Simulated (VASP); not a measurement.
# Nb (P6/mmm) in VASP: further runs, part 3 of 4

VASP 6.6.1. Earlier steps stand in the parts before.

**4. Relaxation of cell and atoms, r2SCAN**

This run uses another cell than the first one, of 18.56 Å³/atom, 0.965 times its volume.

File POSCAR:

```
Nb
1.0
    2.8410979304      0.0000000000      0.0000000000
   -1.4205489652      2.4604629824      0.0000000000
    0.0000000000      0.0000000000      2.6546508788
Nb
1
Direct
    0.0000000000      0.0000000000      0.0000000000
```

File INCAR.step1:

```
SYSTEM = Nb
PREC = Accurate
ENCUT = 600
ISMEAR = 0
SIGMA = 0.1
LREAL = .False.
LASPH = .True.
NELM = 100
GGA = PE
ALGO = Normal
EDIFF = 1E-4
LWAVE = .True.
LCHARG = .False.
```

File INCAR.step2:

```
SYSTEM = Nb
PREC = Accurate
ENCUT = 600
EDIFF = 1E-6
ISMEAR = 0
SIGMA = 0.1
LREAL = .False.
LASPH = .True.
NELM = 100
ALGO = Normal
ISIF = 3
LWAVE = .False.
LCHARG = .False.
METAGGA = R2SCAN
LMIXTAU = .True.
IBRION = 2
NSW = 90
EDIFFG = -0.04
ISTART = 1
```

File KPOINTS:

```
regular mesh
0
Gamma
  9 9 6
  0 0 0
```

Potentials or basis: VASP PAW PBE potentials, release 64 (Nb_sv).

Launch:

```sh
$ cat potpaw_PBE.64/Nb_sv/POTCAR > POTCAR
$ cp INCAR.step1 INCAR
$ mpirun -np 1 vasp_std > vasp.out
$ cp INCAR.step2 INCAR
$ mpirun -np 1 vasp_std > vasp.out
```

OUTCAR:

```text
SYSTEM = Nb
   PREC = Accurate
   ENCUT = 600
   EDIFF = 1E-6
   ISMEAR = 0
   LREAL = .False.
   LASPH = .True.
   NELM = 100
   ISIF = 3
   METAGGA = R2SCAN
   IBRION = 2
   NSW = 90
   EDIFFG = -0.04
   ISTART = 1

 ion  position               nearest neighbor table
   1  0.000  0.000  0.000-

  LATTYP: Found a hexagonal cell.
 ALAT       =     2.8410979304
 C/A-ratio  =     0.9343750000

  Lattice vectors:

 A1 = (   2.8410979304,   0.0000000000,   0.0000000000)
 A2 = (  -1.4205489652,   2.4604629824,   0.0000000000)
 A3 = (   0.0000000000,   0.0000000000,   2.6546508788)

Analysis of symmetry for initial positions (statically):
=====================================================================
 Subroutine PRICEL returns:
 Original cell was already a primitive cell.

 Routine SETGRP: Setting up the symmetry group for a
 hexagonal supercell.

 Subroutine GETGRP returns: Found 24 space group operations
 (whereof 24 operations were pure point group operations)
 out of a pool of 24 trial point group operations.

The static configuration has the point symmetry D_6h.

Analysis of symmetry for dynamics (positions and initial velocities):
=====================================================================
 Subroutine PRICEL returns:
 Original cell was already a primitive cell.

 Routine SETGRP: Setting up the symmetry group for a
 hexagonal supercell.

 Subroutine GETGRP returns: Found 24 space group operations
 (whereof 24 operations were pure point group operations)
 out of a pool of 24 trial point group operations.

The dynamic configuration has the point symmetry D_6h.

 Subroutine INISYM returns: Found 24 space group operations
 (whereof 24 operations are pure point group operations),
 and found     1 'primitive' translations

----------------------------------------------------------------------------------------

                                     Primitive cell

  volume of cell :      18.5571

  direct lattice vectors                    reciprocal lattice vectors
[... 117 lines left out ...]
 non-spin polarized calculation
 Gauss-broadening in eV      SIGMA  =   0.10
  energy-cutoff  :      600.00
  volume of cell :       18.56
 maximum number of plane-waves:       636
 NGX is ok and might be reduce to    24
   NGX = 11   NGY = 11   NGZ = 11

--------------------------------------- Ionic step        1  -------------------------------------------

 number of electron      13.0000000 magnetization

 Free energy of the ion-electron system (eV)
  ---------------------------------------------------
  ext. energy  EPLUGINS =         0.00000000
  ---------------------------------------------------
  free energy    TOTEN  =       -24.22430212 eV

  energy without entropy =      -24.22068265  energy(sigma->0) =      -24.22249239

------------------------ aborting loop because EDIFF is reached ----------------------------------------

  FORCE on cell =-STRESS in cart. coord.  units (eV):
  Direction    XX          YY          ZZ          XY          YZ          ZX
  --------------------------------------------------------------------------------------
  -------------------------------------------------------------------------------------
  Total        0.6793697      0.6793697      1.1621907      0.0000000      0.0000000      0.0000000
  in kB       58.6551688     58.6551688    100.3407905      0.0000000      0.0000000      0.0000000
  external PRESSURE =      72.5503760 kB  Pullay stress =       0.0000000 kB
[... 22 lines left out ...]
--------------------------------------- Ionic step        2  -------------------------------------------

 number of electron      13.0000002 magnetization

 E-fermi :   9.4326     XC(G=0): -12.6849

 val. band max:        9.4007208189   @ k =   0.0000   0.0000   0.5000
 cond. band min:       9.4394121806   @ k =   0.2222   0.2222   0.5000
 fundamental gap:      0.0386913617
 Fermi energy:         9.4325970980

 k-point     1 :       0.0000    0.0000    0.0000
  band No.  band energies     occupation
      1     -47.2078      2.00000
      2     -21.9358      2.00000
      3     -21.9358      2.00000
      4     -21.8607      2.00000
      5       3.3462      2.00000
      6       6.5739      2.00000
      7       9.7636      0.00000
      8       9.7636      0.00000
      9      14.4361      0.00000
     10      14.4361      0.00000
[... 438 lines left out ...]
--------------------------------------- Ionic step        6  -------------------------------------------

 number of electron      13.0000000 magnetization

 Free energy of the ion-electron system (eV)
  ---------------------------------------------------
  ext. energy  EPLUGINS =         0.00000000
  ---------------------------------------------------
  free energy    TOTEN  =       -24.24343233 eV

  energy without entropy =      -24.24031304  energy(sigma->0) =      -24.24187268

 E-fermi :  10.3597     XC(G=0): -13.0991

 val. band max:       10.3281766863   @ k =   0.3333   0.1111   0.0000
 cond. band min:      10.4068096916   @ k =   0.1111  -0.0000   0.1667
 fundamental gap:      0.0786330053
 Fermi energy:        10.3597110065

 k-point     1 :       0.0000    0.0000    0.0000
  band No.  band energies     occupation
      1     -46.1579      2.00000
      2     -20.7782      2.00000
      3     -20.7782      2.00000
      4     -20.5995      2.00000
      5       4.1414      2.00000
      6       7.2586      2.00000
      7      10.6869      0.00000
      8      10.6869      0.00000
      9      15.9273      0.00000
     10      15.9273      0.00000
[... 327 lines left out ...]
  FREE ENERGIE OF THE ION-ELECTRON SYSTEM (eV)
  ---------------------------------------------------
  free  energy   TOTEN  =       -24.2434323252 eV

  energy  without entropy=      -24.2403130354  energy(sigma->0) =      -24.24187268

 reached required accuracy - stopping structural energy minimisation
```

OUTCAR.step1:

```text
SYSTEM = Nb
   PREC = Accurate
   ENCUT = 600
   ISMEAR = 0
   LREAL = .False.
   LASPH = .True.
   NELM = 100
[... 531 lines left out ...]
 -----------------------------------------------------------------------------------
      0.00000      0.00000      0.00000         0.000000      0.000000      0.000000
 -----------------------------------------------------------------------------------
    total drift:                                0.000000      0.000000      0.000000

  FREE ENERGIE OF THE ION-ELECTRON SYSTEM (eV)
  ---------------------------------------------------
  free  energy   TOTEN  =        -9.5709413277 eV

  energy  without entropy=       -9.5657787447  energy(sigma->0) =       -9.56836004
```

OSZICAR.step1:

```text
N       E                     dE             d eps       ncg     rms          rms(c)
DAV:   1     0.136790486784E+03    0.13679E+03   -0.80300E+03   960   0.143E+03
DAV:   2    -0.335597255201E+01   -0.14015E+03   -0.13680E+03  1042   0.482E+02
DAV:   3    -0.948609440828E+01   -0.61301E+01   -0.58119E+01  1400   0.880E+01
DAV:   4    -0.985744077872E+01   -0.37135E+00   -0.36752E+00  1344   0.194E+01
DAV:   5    -0.987888425146E+01   -0.21443E-01   -0.21403E-01  1508   0.370E+00    0.702E+00
DAV:   6    -0.958586202542E+01    0.29302E+00   -0.63760E-01  1496   0.106E+01    0.272E+00
DAV:   7    -0.956402974183E+01    0.21832E-01   -0.18087E-01  1520   0.574E+00    0.979E-01
DAV:   8    -0.957078687739E+01   -0.67571E-02   -0.12877E-02  1126   0.174E+00    0.464E-02
DAV:   9    -0.957092411505E+01   -0.13724E-03   -0.13746E-03  1626   0.344E-01    0.681E-02
DAV:  10    -0.957094132765E+01   -0.17213E-04   -0.23475E-05   524   0.840E-02
   1 F= -.95709413E+01 E0= -.95683600E+01  d E =-.516258E-02
```

Run time: 68 s. Hardware: 1 thread of Intel Xeon 6975P-C (Granite Rapids), shared host; peak memory 0.15 GiB.

What came out:

- Free energy: -24.2434 eV
- Relaxed volume: 19.40 Å³/atom
- Relaxed cell: a = 2.879 Å, b = 2.879 Å, c = 2.703 Å, α = 90.00°, β = 90.00°, γ = 120.00°
- Space group after relaxing (to 0.05 Å): P6/mmm (No. 191)
- Energy gained by relaxing: 19.1 meV/atom
- Ionic steps: 6
- Pressure after relaxing: 0.0 GPa
- Band gap on the k mesh: none (metal or under the smearing width)

Step by step:
| step | energy change (eV) | largest force (eV/Å) | pressure (GPa) | volume (Å³) |
| --- | --- | --- | --- | --- |
| 1 | 0.0000 | 0.0000 | 7.26 | 18.56 |
| 2 | 0.0364 | 0.0000 | -9.83 | 20.90 |
| 3 | -0.0189 | 0.0000 | 0.01 | 19.38 |
| 4 | -0.0189 | 0.0000 | 0.16 | 19.36 |
| 5 | -0.0190 | 0.0000 | -0.17 | 19.43 |
| 6 | -0.0191 | 0.0000 | -0.02 | 19.40 |

Final structure:
```xyz
1
Lattice="2.8790 0.0000 0.0000 -1.4395 2.4933 0.0000 0.0000 0.0000 2.7025" Properties=species:S:1:pos:R:3 pbc="T T T"
Nb    0.0000    0.0000    0.0000
```

Caveat: the k mesh is coarse (spacing up to 0.39 Å⁻¹), so the values aren't converged; the PAW data sets were made with another functional, which shifts forces and pressure a little.

**5. Single point, r2SCAN**

This run uses another cell than the first one, of 18.56 Å³/atom, 0.965 times its volume.

POSCAR is that of step 4.

File INCAR.step1:

```
SYSTEM = Nb
  PREC = Accurate
  ENCUT = 520
  ISMEAR = 0
  SIGMA = 0.1
  LREAL = .FALSE.
  LASPH = .TRUE.
  NELM = 100
  NBANDS = 12
  GGA = PE
  ALGO = Normal
  EDIFF = 1E-4
  LWAVE = .TRUE.
  LCHARG = .FALSE.
```

File INCAR.step2:

```
SYSTEM = Nb
  PREC = Accurate
  ENCUT = 520
  EDIFF = 1E-6
  ISMEAR = 0
  SIGMA = 0.1
  LREAL = .FALSE.
  LASPH = .TRUE.
  NELM = 100
  ALGO = Normal
  ISIF = 2
  LWAVE = .FALSE.
  LCHARG = .FALSE.
  METAGGA = R2SCAN
  LMIXTAU = .TRUE.
  NBANDS = 12
  ISTART = 1
```

File KPOINTS:

```
regular mesh
0
G
  9 9 6
  0 0 0
```

Potentials or basis: VASP PAW PBE potentials, release 64 (Nb_sv).

Launch:

```sh
$ cat potpaw_PBE.64/Nb_sv/POTCAR > POTCAR
$ cp INCAR.step1 INCAR
$ mpirun -np 1 vasp_std > vasp.out
$ cp INCAR.step2 INCAR
$ mpirun -np 1 vasp_std > vasp.out
```

OUTCAR:

```text
SYSTEM = Nb
   PREC = Accurate
   ENCUT = 520
   EDIFF = 1E-6
   ISMEAR = 0
   LREAL = .FALSE.
   LASPH = .TRUE.
   NELM = 100
   ISIF = 2
   METAGGA = R2SCAN
   ISTART = 1

 ion  position               nearest neighbor table
   1  0.000  0.000  0.000-

  LATTYP: Found a hexagonal cell.
 ALAT       =     2.8410979304
 C/A-ratio  =     0.9343750000

  Lattice vectors:

 A1 = (   2.8410979304,   0.0000000000,   0.0000000000)
 A2 = (  -1.4205489652,   2.4604629824,   0.0000000000)
 A3 = (   0.0000000000,   0.0000000000,   2.6546508788)

Analysis of symmetry for initial positions (statically):
=====================================================================
 Subroutine PRICEL returns:
 Original cell was already a primitive cell.

 Routine SETGRP: Setting up the symmetry group for a
 hexagonal supercell.

 Subroutine GETGRP returns: Found 24 space group operations
 (whereof 24 operations were pure point group operations)
 out of a pool of 24 trial point group operations.

The static configuration has the point symmetry D_6h.

Analysis of symmetry for dynamics (positions and initial velocities):
=====================================================================
 Subroutine PRICEL returns:
 Original cell was already a primitive cell.

 Routine SETGRP: Setting up the symmetry group for a
 hexagonal supercell.

 Subroutine GETGRP returns: Found 24 space group operations
 (whereof 24 operations were pure point group operations)
 out of a pool of 24 trial point group operations.

The dynamic configuration has the point symmetry D_6h.

 Subroutine INISYM returns: Found 24 space group operations
 (whereof 24 operations are pure point group operations),
 and found     1 'primitive' translations

----------------------------------------------------------------------------------------

                                     Primitive cell

  volume of cell :      18.5571

[... 112 lines left out ...]
   LHFCALC =     F    Hartree Fock is set to
   AEXX    =    0.0000 exact exchange contribution
   IVDW    =     0    specifies the selected vdW correction
   LEPSILON=     F    determine dielectric tensor
   LRPA    =     F    only Hartree local field effects (RPA)
 non-spin polarized calculation
 Gauss-broadening in eV      SIGMA  =   0.10
  energy-cutoff  :      520.00
  volume of cell :       18.56
 maximum number of plane-waves:       513
 NGX is ok and might be reduce to    24
   NGX = 11   NGY = 11   NGZ =  9

 number of electron      13.0000001 magnetization

 Free energy of the ion-electron system (eV)
  ---------------------------------------------------
  ext. energy  EPLUGINS =         0.00000000
  ---------------------------------------------------
  free energy    TOTEN  =       -24.22530167 eV

  energy without entropy =      -24.22167965  energy(sigma->0) =      -24.22349066

 E-fermi :  10.9724     XC(G=0): -13.3497

 val. band max:       10.8651617043   @ k =   0.0000   0.0000   0.3333
 cond. band min:      10.9736203834   @ k =   0.1111  -0.0000   0.1667
 fundamental gap:      0.1084586792
 Fermi energy:        10.9723689051

 k-point     1 :       0.0000    0.0000    0.0000
  band No.  band energies     occupation
      1     -45.5120      2.00000
      2     -20.0428      2.00000
      3     -20.0428      2.00000
      4     -19.8282      2.00000
      5       4.6574      2.00000
      6       7.6884      2.00000
      7      11.2662      0.00003
      8      11.2662      0.00003
      9      16.8503      0.00000
     10      16.8503      0.00000
     11      23.5621      0.00000
     12      26.8872      0.00000
[... 331 lines left out ...]
 k-point    24 :       0.3333    0.3333    0.1667
  band No.  band energies     occupation
      1     -45.1651      2.00000
      2     -21.0649      2.00000
      3     -21.0649      2.00000
      4     -20.0940      2.00000
      5       9.6017      2.00000
      6       9.6017      2.00000
      7      10.8247      1.96326
      8      12.9549      0.00000
      9      12.9549      0.00000
     10      20.3715      0.00000
     11      21.9976      0.00000
     12      21.9976      0.00000

 [... further k-points ...]

------------------------ aborting loop because EDIFF is reached ----------------------------------------

  FORCE on cell =-STRESS in cart. coord.  units (eV):
  Direction    XX          YY          ZZ          XY          YZ          ZX
  --------------------------------------------------------------------------------------
  -------------------------------------------------------------------------------------
  Total        0.6695603      0.6695603      1.1516525      0.0000000      0.0000000      0.0000000
  in kB       57.8082541     57.8082541     99.4309507      0.0000000      0.0000000      0.0000000
  external PRESSURE =      71.6824863 kB  Pullay stress =       0.0000000 kB

 VOLUME and BASIS-vectors are now :
 -----------------------------------------------------------------------------
  energy-cutoff  :      520.00
  volume of cell :       18.56
      direct lattice vectors                 reciprocal lattice vectors
     2.841097930  0.000000000  0.000000000     0.351976604  0.203213787  0.000000000
    -1.420548965  2.460462982  0.000000000     0.000000000  0.406427574  0.000000000
     0.000000000  0.000000000  2.654650879     0.000000000  0.000000000  0.376697368

 POSITION                                       TOTAL-FORCE (eV/Angst)
 -----------------------------------------------------------------------------------
      0.00000      0.00000      0.00000        -0.000000      0.000000      0.000000
 -----------------------------------------------------------------------------------
    total drift:                                0.000000      0.000000      0.000000

  FREE ENERGIE OF THE ION-ELECTRON SYSTEM (eV)
  ---------------------------------------------------
  free  energy   TOTEN  =       -24.2253016671 eV

  energy  without entropy=      -24.2216796516  energy(sigma->0) =      -24.22349066
```

OSZICAR.step1:

```text
N       E                     dE             d eps       ncg     rms          rms(c)
DAV:   1     0.120676955860E+03    0.12068E+03   -0.72122E+03  1160   0.108E+03
DAV:   2    -0.466748279463E+01   -0.12534E+03   -0.12024E+03  1228   0.390E+02
DAV:   3    -0.948646558781E+01   -0.48190E+01   -0.45092E+01  1636   0.658E+01
DAV:   4    -0.986494978968E+01   -0.37848E+00   -0.36862E+00  1612   0.167E+01
DAV:   5    -0.987906312782E+01   -0.14113E-01   -0.14101E-01  1688   0.268E+00    0.704E+00
DAV:   6    -0.958582601865E+01    0.29324E+00   -0.47974E-01  1796   0.879E+00    0.271E+00
DAV:   7    -0.956395258127E+01    0.21873E-01   -0.13586E-01  1896   0.471E+00    0.972E-01
DAV:   8    -0.957076024685E+01   -0.68077E-02   -0.12529E-02  1312   0.145E+00    0.540E-02
DAV:   9    -0.957089301756E+01   -0.13277E-03   -0.11369E-03  1856   0.274E-01    0.626E-02
DAV:  10    -0.957090733449E+01   -0.14317E-04   -0.28727E-05   748   0.747E-02
   1 F= -.95709073E+01 E0= -.95683259E+01  d E =-.516278E-02
```

It took 13 s on 1 thread of Intel Xeon 6975P-C (Granite Rapids), shared host; peak memory 0.14 GiB.

What came out:

| Quantity | Value |
| --- | --- |
| Free energy | -24.2253 eV |
| Pressure | 7.2 GPa |
| Band gap on the k mesh | none (metal or under the smearing width) |

Caveat: the k mesh is coarse (spacing up to 0.39 Å⁻¹), so the values aren't converged; the PAW data sets were made with another functional, which shifts forces and pressure a little.

[end of part 3 of 4]
